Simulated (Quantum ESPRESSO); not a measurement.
Crystal: C.

```
CELL_PARAMETERS angstrom
0.00000 1.78337 1.78337
1.78337 0.00000 1.78337
1.78337 1.78337 0.00000
ATOMIC_POSITIONS crystal
C 0.75000 0.75000 0.75000
C 0.50000 0.50000 0.50000
```

This isn't the form of C at room conditions, which is graphite.

Base run:

| Item | Value |
| --- | --- |
| Program | Quantum ESPRESSO 7.5 |
| Functional | AM05 |
| Potentials or basis | PseudoDojo 0.4.1 SR PBE standard |
| Cutoff | 1116 eV |
| Density cutoff | 4463 eV |
| k mesh | 14 × 14 × 14, shifted |
| Occupations | fermi-dirac, width 0.05 eV |
| Spin | no spin polarisation |

Its results: pressure -5.5 GPa; electronic dielectric tensor (diagonal) 5.82.

Question: After a change of settings the same cell gave: pressure -2.4 GPa; electronic dielectric tensor (diagonal) 5.81. Which change was it?
A. functional from AM05 to BLYP
B. functional from AM05 to PBEsol; potentials or basis from PseudoDojo 0.4.1 SR PBE standard to PseudoDojo 0.4.1 SR PBEsol standard
C. functional from AM05 to WC
D. functional from AM05 to PBE

Answer: C.

Caveats: the potentials were made for another functional, which shifts forces and pressure; the cell is more than 3 GPa from zero pressure, which shifts response properties (some runs).

Not every run made on this cell is shown here.
